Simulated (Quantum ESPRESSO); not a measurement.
# Al (Im-3m) in Quantum ESPRESSO: settings compared, part 2 of 2

Quantum ESPRESSO 7.5. The steps go on from the part before.

## 3. Phonons, LDA

Contents of pw.in:

```
&CONTROL
  calculation = 'scf'
  prefix = 'pwscf'
  outdir = './tmp'
  pseudo_dir = './pseudo'
  tprnfor = .true.
  tstress = .true.
  disk_io = 'low'
/
&SYSTEM
  ibrav = 0
  nat = 1
  ntyp = 1
  ecutwfc = 44
  nbnd = 6
  occupations = 'smearing'
  smearing = 'mv'
  degauss = 0.01469973
/
&ELECTRONS
  conv_thr = 2d-10
  electron_maxstep = 120
  mixing_beta = 0.5
/
ATOMIC_SPECIES
Al    26.9815 Al.upf
CELL_PARAMETERS angstrom
  -1.5912186900    1.5912186900    1.5912186900
   1.5912186900   -1.5912186900    1.5912186900
   1.5912186900    1.5912186900   -1.5912186900
ATOMIC_POSITIONS angstrom
Al     0.0000000000    0.0000000000    0.0000000000
K_POINTS automatic
12 12 12 0 0 0
```

Contents of relax.in:

```
&CONTROL
  calculation = 'vc-relax'
  prefix = 'pwscf'
  outdir = './tmp'
  pseudo_dir = './pseudo'
  tprnfor = .true.
  tstress = .true.
  disk_io = 'low'
  nstep = 40
  forc_conv_thr = 0.0001
  etot_conv_thr = 1d-06
/
&SYSTEM
  ibrav = 0
  nat = 1
  ntyp = 1
  ecutwfc = 44
  nbnd = 6
  occupations = 'smearing'
  smearing = 'mv'
  degauss = 0.01469973
/
&ELECTRONS
  conv_thr = 2d-10
  electron_maxstep = 120
  mixing_beta = 0.5
/
&IONS
  ion_dynamics = 'bfgs'
/
&CELL
  cell_dynamics = 'bfgs'
  press = 0
  press_conv_thr = 0.2
/
ATOMIC_SPECIES
Al    26.9815 Al.upf
CELL_PARAMETERS angstrom
  -1.5912186900    1.5912186900    1.5912186900
   1.5912186900   -1.5912186900    1.5912186900
   1.5912186900    1.5912186900   -1.5912186900
ATOMIC_POSITIONS angstrom
Al     0.0000000000    0.0000000000    0.0000000000
K_POINTS automatic
12 12 12 0 0 0
```

Contents of scf2.in:

```
&CONTROL
  calculation = 'scf'
  prefix = 'pwscf'
  outdir = './tmp'
  pseudo_dir = './pseudo'
  tprnfor = .true.
  tstress = .true.
  disk_io = 'low'
/
&SYSTEM
  ibrav = 0
  nat = 1
  ntyp = 1
  ecutwfc = 44
  nbnd = 6
  occupations = 'smearing'
  smearing = 'mv'
  degauss = 0.01469973
/
&ELECTRONS
  conv_thr = 1d-13
  electron_maxstep = 120
  mixing_beta = 0.5
  startingpot = 'file'
  startingwfc = 'file'
/
ATOMIC_SPECIES
Al    26.9815 Al.upf
CELL_PARAMETERS angstrom
  -1.5925938244    1.5925938244    1.5925938244
   1.5925938244   -1.5925938244    1.5925938244
   1.5925938244    1.5925938244   -1.5925938244
ATOMIC_POSITIONS angstrom
Al     0.0000000000    0.0000000000    0.0000000000
K_POINTS automatic
12 12 12 0 0 0
```

Contents of ph.in:

```
phonons of Al
&INPUTPH
  prefix = 'pwscf'
  outdir = './tmp'
  tr2_ph = 1d-18
  fildyn = 'dyn'
  niter_ph = 90
  alpha_mix(1) = 0.4
/
0.4330127019 0.4330127019 0.0000000000
```

Potentials or basis: PseudoDojo 0.4.1 SR LDA standard.

Started as:

```bash
$ OMP_NUM_THREADS=1 pw.x -in pw.in > pw.out
$ OMP_NUM_THREADS=1 pw.x -in relax.in > relax.out
$ OMP_NUM_THREADS=1 pw.x -in scf2.in > scf2.out
$ OMP_NUM_THREADS=1 ph.x -in ph.in > ph.out
```

pw.out:

```text
This program is part of the open-source Quantum ESPRESSO suite
     for quantum simulation of materials; please cite
[... 9 lines left out ...]
     --------------------
     sticks:   dense  smooth     PW     G-vecs:    dense   smooth      PW
     Sum         345     345    139                 4213     4213    1061

     Using Slab Decomposition

     bravais-lattice index     =            0
     lattice parameter (alat)  =       5.2082  a.u.
     unit-cell volume          =     108.7542 (a.u.)^3
     number of atoms/cell      =            1
     number of atomic types    =            1
     number of electrons       =         3.00
     number of Kohn-Sham states=            6
     kinetic-energy cutoff     =      44.0000  Ry
     charge density cutoff     =     176.0000  Ry
     scf convergence threshold =      2.0E-10
     mixing beta               =       0.5000
     number of iterations used =            8  plain     mixing
     Exchange-correlation= SLA  PW   NOGX NOGC
                           (   1   4   0   0   0   0   0)

     celldm(1)=   5.208221  celldm(2)=   0.000000  celldm(3)=   0.000000
     celldm(4)=   0.000000  celldm(5)=   0.000000  celldm(6)=   0.000000

     crystal axes: (cart. coord. in units of alat)
               a(1) = (  -0.577350   0.577350   0.577350 )
               a(2) = (   0.577350  -0.577350   0.577350 )
               a(3) = (   0.577350   0.577350  -0.577350 )

     reciprocal axes: (cart. coord. in units 2 pi/alat)
               b(1) = ( -0.000000  0.866025  0.866025 )
[... 108 lines left out ...]

     iteration #  1     ecut=    44.00 Ry     beta= 0.50
     Davidson diagonalization with overlap
     ethr =  1.00E-02,  avg # of iterations =  6.2

     Threshold (ethr) on eigenvalues was too large:
     Diagonalizing with lowered threshold

     Davidson diagonalization with overlap
     ethr =  1.72E-04,  avg # of iterations =  3.1

     total energy              =      -4.71879488 Ry
     estimated scf accuracy    <       0.00507140 Ry
[... 12 lines left out ...]
     total energy              =      -4.71846036 Ry
     estimated scf accuracy    <       0.00000090 Ry

     iteration #  4     ecut=    44.00 Ry     beta= 0.50
     Davidson diagonalization with overlap
     c_bands:  1 eigenvalues not converged
     ethr =  3.00E-08,  avg # of iterations =  4.9

     total energy              =      -4.71846287 Ry
     estimated scf accuracy    <       0.00000001 Ry

     iteration #  5     ecut=    44.00 Ry     beta= 0.50
     Davidson diagonalization with overlap
     ethr =  4.21E-10,  avg # of iterations =  2.1
[... 4 lines left out ...]
     iteration #  6     ecut=    44.00 Ry     beta= 0.50
     Davidson diagonalization with overlap
     ethr =  5.68E-11,  avg # of iterations =  1.2

     End of self-consistent calculation

          k = 0.0000 0.0000 0.0000 (   555 PWs)   bands (ev):

    -3.3069  21.2967  21.2967  22.6688  22.6688  22.6688

          k = 0.0722 0.0722 0.0000 (   543 PWs)   bands (ev):
[... 279 lines left out ...]
          k =-0.8660-0.8660-0.8660 (   490 PWs)   bands (ev):

     9.8363   9.8363   9.8363  10.9944  10.9944  13.5794

     the Fermi energy is     7.9464 ev

!    total energy              =      -4.71846288 Ry
     estimated scf accuracy    <          2.5E-14 Ry
     smearing contrib. (-TS)   =      -0.00009576 Ry
     internal energy E=F+TS    =      -4.71836712 Ry

     The total energy is F=E-TS. E is the sum of the following terms:
     one-electron contribution =       2.95901108 Ry
     hartree contribution      =       0.00454586 Ry
     xc contribution           =      -2.23572263 Ry
     ewald contribution        =      -5.44620143 Ry

     convergence has been achieved in   6 iterations

     Forces acting on atoms (cartesian axes, Ry/au):

     atom    1 type  1   force =     0.00000000    0.00000000    0.00000000

     Total force =     0.000000     Total SCF correction =     0.000000

     Computing stress (Cartesian axis) and pressure

          total   stress  (Ry/bohr**3)                   (kbar)     P=        1.90
   0.00001290  -0.00000000  -0.00000000            1.90       -0.00       -0.00
   0.00000000   0.00001290  -0.00000000            0.00        1.90       -0.00
  -0.00000000  -0.00000000   0.00001290           -0.00       -0.00        1.90

=------------------------------------------------------------------------------=
   JOB DONE.
=------------------------------------------------------------------------------=
```

scf2.out:

```text
This program is part of the open-source Quantum ESPRESSO suite
     for quantum simulation of materials; please cite
[... 9 lines left out ...]
     --------------------
     sticks:   dense  smooth     PW     G-vecs:    dense   smooth      PW
     Sum         345     345    139                 4213     4213    1061
[... 460 lines left out ...]
   0.00000001   0.00000000   0.00000000            0.00        0.00        0.00
   0.00000000   0.00000001   0.00000000            0.00        0.00        0.00
   0.00000000   0.00000000   0.00000001            0.00        0.00        0.00

=------------------------------------------------------------------------------=
   JOB DONE.
=------------------------------------------------------------------------------=
```

Run time: 1.9 min. Hardware: 1 thread of Intel Xeon at 2.50GHz (Skylake/Cascade Lake), shared host; peak memory 0.09 GiB.

What came out:

```yaml
Free_energy: -64.1980 eV
Relaxed_volume: 16.16 Å³/atom
Relaxed_cell: a = 2.758 Å, b = 2.758 Å, c = 2.758 Å, α = 109.47°, β = 109.47°, γ = 109.47°
Space_group_after_relaxing_to_0.05_Å: Im-3m (No. 229)
Pressure_after_relaxing: 0.0 GPa
Band_gap_on_the_k_mesh: none (metal or under the smearing width)
Highest_phonon_frequency_at_the_q_point_run: 315 cm⁻¹
Most_unstable_mode: 120i cm⁻¹
```

Final structure:
```yaml
crystal:
  lattice:
    - [-1.59259, 1.59259, 1.59259]
    - [1.59259, -1.59259, 1.59259]
    - [1.59259, 1.59259, -1.59259]
  atoms:
    - { symbol: Al, position: [0.00000, 0.00000, 0.00000] }
```

Phonon frequencies in cm⁻¹ (negative: imaginary):
| q point | frequencies |
| --- | --- |
| (0.000, 0.000, 0.500) | -120 206 315 |

Phonon modes at q = (0.000, 0.000, 0.500) in reciprocal lattice units:
```tsv
mode	symmetry	cm⁻¹
1	B_2u	-120
2	B_1u	206
3	B_3u	315
```

Caveat: some modes are imaginary.
